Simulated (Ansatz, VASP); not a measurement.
One calculation of Zr, two programs

Contents of INCAR:

```
SYSTEM = Zr
  PREC = Accurate
  ENCUT = 520
  EDIFF = 1E-7
  ISMEAR = 1
  SIGMA = 0.6
  LREAL = .FALSE.
  LASPH = .TRUE.
  NELM = 60
  ALGO = Normal
  ISIF = 2
  LWAVE = .FALSE.
  LCHARG = .FALSE.
  GGA = PE
  NBANDS = 19
```

File KPOINTS:

```
regular mesh
0
G
  11 11 6
  0 0 0
```

POSCAR

```
Zr
1.0
    3.2318821451      0.0000000000      0.0000000000
   -1.6159410725      2.7988920397      0.0000000000
    0.0000000000      0.0000000000      5.1741041053
Zr
2
Direct
    0.3333333333      0.6666666667      0.2500000000
    0.6666666667      0.3333333333      0.7500000000
```

Input for Ansatz:

```yaml
crystal:
  lattice:
    - [3.2318821451, 0.0, 0.0]
    - [-1.6159410725, 2.7988920397, 0.0]
    - [0.0, 0.0, 5.1741041053]
  atoms:
    - { symbol: Zr, position: [0.3333333333, 0.6666666667, 0.25] }
    - { symbol: Zr, position: [0.6666666667, 0.3333333333, 0.75] }
hamiltonian:
  xc: pbe
  pseudopotentials:
    kind: paw
    azcp:
      Zr: "pseudopotentials/Zr.paw.azcp"
basis:
  ecutwfc: 420
  fft_grid_basis: typed
kpoints:
  mp_grid: { grid: [11, 11, 6], shift: [0, 0, 0] }
magnetization:
  spin_polarized: false
scf:
  occupations: { method: methfessel_paxton, width: 0.6 }
  lower_state_search: "off"
output:
  stress: true
```

Alike in both runs: task single point; functional PBE; k mesh 11 × 11 × 6; occupations methfessel-paxton of order 1, width 0.6 eV; no spin polarisation.

|  | VASP | Ansatz |
| --- | --- | --- |
| version | VASP 6.6.1 | Ansatz 0.2.0 |
| potentials or method | VASP PAW PBE potentials, release 64 (Zr_sv) | plane waves (420 eV) with PAW, scalar-relativistic |
| plane-wave cutoff (eV) | 520 | 420 |
| valence electrons in the cell | 24 | 24 |

```csv
,VASP,Ansatz,Ansatz less VASP
pressure (GPa),-0.3,-0.3,-0.01
largest component of the traceless stress (GPa),0.13,0.13,+0.006
```
